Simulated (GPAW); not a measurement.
Runs of GPAW 26.7.0 on Fe. The structure is cubic, space group Im-3m (No. 229). The conventional cell has a = 2.886 Å, b = 2.886 Å, c = 2.886 Å, α = 90.00°, β = 90.00°, γ = 90.00°. Fe (site symmetry m-3m) is surrounded by 8 Fe at 2.50 Å. 

```tsv
task	level	potentials or basis	spin	U	fixed moment (μB)	cell	k mesh	U projector left unscaled	maxiter	older calculator (legacy_gpaw)	symmetry	random start of the orbitals	other keys	gap on the mesh (eV)	pressure (GPa)	moment (μB)	V0 of scaled cells (Å³/atom)	B0 (GPa)
atomic charges	RPBE+U	the program's PAW data sets (release 1.2.1) made for this functional, pw	collinear, random start	Fe d U = 6.2 eV	-	volume scaled by 1.04	13 × 13 × 13	yes	150	yes	-	-	-	none	22.1	3.08	-	-
equation of state	C09-vdW	GPAW PAW data sets (gpaw-data 1.2.1), pw	collinear, random start	-	-2.74	as given	12 × 12 × 12	-	150	-	-	-	-	-	-	-	12.03	(b)
electron localisation function	vdW-DF2	GPAW PAW data sets (gpaw-data 1.2.1), pw	collinear, ferromagnetic start	-	-	as given	13 × 13 × 13	-	80	-	time_reversal=False	-	several, not listed	none	-	2.11	-	-
equation of state	revPBE+D4	PAW data sets generated in the run's folder for this functional, pw	collinear, ferromagnetic start	-	3.0	as given	13 × 13 × 13	-	50	-	-	-	several, not listed	-	-	-	12.49	(a)
density of states	r2SCAN+U	GPAW PAW data sets (gpaw-data 1.2.1), pw	collinear, random start	Fe d U = 6.2 eV	-	volume scaled by 1.15	12 × 12 × 12	no	50	-	-	yes	several, not listed	none	4.6	3.36	-	-
```

Alike in all rows: cutoff (eV) 600; smearing fermi-dirac 0.05 eV.

Estimate the missing entries.

(a) 182; (b) 204.

Caveats: the PAW data sets were made with another functional, which shifts forces and pressure a little (some runs); the U is typed as a test and isn't derived for this compound (some runs); the total moment is fixed, so each spin has its own Fermi level (some runs).

A gap of «none» marks a metal or a gap under the smearing width.

Runs at the PBE level aren't shown here.
